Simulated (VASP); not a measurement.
A run of VASP 6.6.1:

INCAR

```
SYSTEM = GaP
PREC = Accurate
ENCUT = 600
EDIFF = 1E-6
ISMEAR = -1
SIGMA = 0.05
LREAL = .FALSE.
LASPH = .TRUE.
NELM = 80
ALGO = Normal
ISIF = 3
LWAVE = .FALSE.
LCHARG = .FALSE.
GGA = MK
LUSE_VDW = .TRUE.
AGGAC = 0.0
PARAM1 = 0.1234
PARAM2 = 0.711357
ZAB_VDW = -1.8867
IBRION = 2
NSW = 40
EDIFFG = -0.005
```

The input KPOINTS:

```
Automatic mesh
0
G
  8 8 8
  0 0 0
```

File POSCAR:

```
GaP
1.0
    0.0000000000      2.7252500000      2.7252500000
    2.7252500000      0.0000000000      2.7252500000
    2.7252500000      2.7252500000      0.0000000000
Ga P
1 1
Direct
    0.0000000000      0.0000000000      0.0000000000
    0.7500000000      0.7500000000      0.7500000000
```

Potentials or basis: VASP PAW PBE potentials, release 64 (Ga_d, P).

Command:

```sh
$ cat potpaw_PBE.64/Ga_d/POTCAR potpaw_PBE.64/P/POTCAR > POTCAR
$ mpirun -np 1 vasp_std > vasp.out
```

Hardware: 1 thread of Intel(R) Xeon(R) Platinum 8259CL CPU @ 2.50GHz (Skylake/Cascade Lake), with other jobs on the host.

Question: How long does it take, and how much memory?

Answer: It took 4.5 min on 1 thread of Intel(R) Xeon(R) Platinum 8259CL CPU @ 2.50GHz (Skylake/Cascade Lake) (shared host), peak memory 0.4 GiB. Counts: scf iterations 41, k points 29, ion steps 6.
